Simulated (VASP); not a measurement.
Set up this calculation in VASP 6.6.1, as the native input.

```
Task                   : relaxation of the atoms
Functional             : PBEsol
Potentials or basis    : VASP PAW PBE potentials, release 64 (In_d, As)
Cutoff                 : 600 eV
k mesh                 : 10 × 10 × 10
Occupations            : gaussian, width 0.03 eV
Spin                   : no spin polarisation
Further INCAR settings : ALGO = Normal; EDIFF = 1e-07; IBRION = 2; EDIFFG = -0.01; NSW = 40
```

The structure of InAs lies in POSCAR:

```
InAs                                    
1.0
    0.0000000000      3.0042942325      3.0042942325
    3.0042942325      0.0000000000      3.0042942325
    3.0042942325      3.0042942325      0.0000000000
  In              As            
     1     1
Direct
     0.0000000000000000    0.0000000000000000    0.0000000000000000
     0.2500000000000000    0.2500000000000000    0.2500000000000000
```

The cell isn't the ideal one: a relaxed cell with its volume scaled by 0.96.

One way to write it, as run:

INCAR

```
SYSTEM = InAs
PREC     = Accurate       ! precision mode
ENCUT    = 600            ! plane-wave cutoff, eV
EDIFF    = 1E-7           ! SCF threshold, eV
ISMEAR   = 0              ! smearing method
SIGMA    = 0.03           ! smearing width, eV
LREAL    = .FALSE.        ! projectors in reciprocal space
LASPH    = .TRUE.         ! aspherical terms in the spheres
NELM     = 80             ! most SCF steps
ALGO     = Normal         ! electronic algorithm
ISIF     = 2              ! what is computed and relaxed
LWAVE    = .FALSE.        ! write WAVECAR
LCHARG   = .FALSE.        ! write CHGCAR
GGA      = PS             ! functional
IBRION   = 2              ! ionic algorithm
NSW      = 40             ! ionic steps
EDIFFG   = -0.01          ! ionic threshold
```

KPOINTS

```
regular mesh
0
G
  10 10 10
  0 0 0
```

Potentials or basis: VASP PAW PBE potentials, release 64 (In_d, As).

Run with:

```console
$ cat potpaw_PBE.64/In_d/POTCAR potpaw_PBE.64/As/POTCAR > POTCAR
$ mpirun -np 1 vasp_std > vasp.out
```

It gave:

The pressure after relaxing is 2.5 GPa and the band gap on the k mesh is none (metal or under the smearing width).

Caveat: the relaxation stopped at its first step, so nothing moved; the PAW data sets were made with another functional, which shifts forces and pressure a little.

It took 42 s on 1 thread of Intel(R) Xeon(R) Platinum 8488C (Sapphire Rapids), on a shared host, peak memory 0.22 GiB.
